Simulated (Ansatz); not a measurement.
AlN: zone-centre modes

The calculation used DFT PBE, scalar-relativistic, plane waves, PAW (Ansatz 0.2.0). Settings: plane waves to 420 eV, k-mesh 8×6×4 (Γ-centred), Gaussian smearing 0.05 eV. No spin polarisation.

The undisturbed cell (relaxed at this level):

```xyz
8
Lattice="-3.1302 0.0000 0.0000 0.0000 0.0000 -5.0180 0.0000 -5.4217 0.0000" Properties=species:S:1:pos:R:3 pbc="T T T"
Al   -1.5651   -0.9036   -5.0093
Al    0.0000   -3.6145   -5.0093
Al    0.0000   -1.8072   -2.5003
Al   -1.5651   -4.5181   -2.5003
N    -1.5651   -0.9036   -3.0947
N     0.0000   -3.6145   -3.0947
N     0.0000   -1.8072   -0.5857
N    -1.5651   -4.5181   -0.5857
```

Harmonic modes by finite displacements of 0.02 Å, without the LO–TO term. The cell doubles the primitive one, so its zone centre also holds the primitive cell's point q = (0, 1/2, 0).

Q: At this geometry, is the structure stable against these modes?

A: Yes: no mode is imaginary beyond 10 cm⁻¹, and only the three translations lie near zero.

Q: List the wavenumbers in cm⁻¹.

A: 0, 0, 0, 224, 236, 237, 299, 336, 393, 491, 508, 536, 594, 617, 635, 635, 636, 648, 648, 651, 655, 705, 709, 728.

Cost: 1 run of about 1.7 core-minutes, on Arm Neoverse V2 (shared hosts).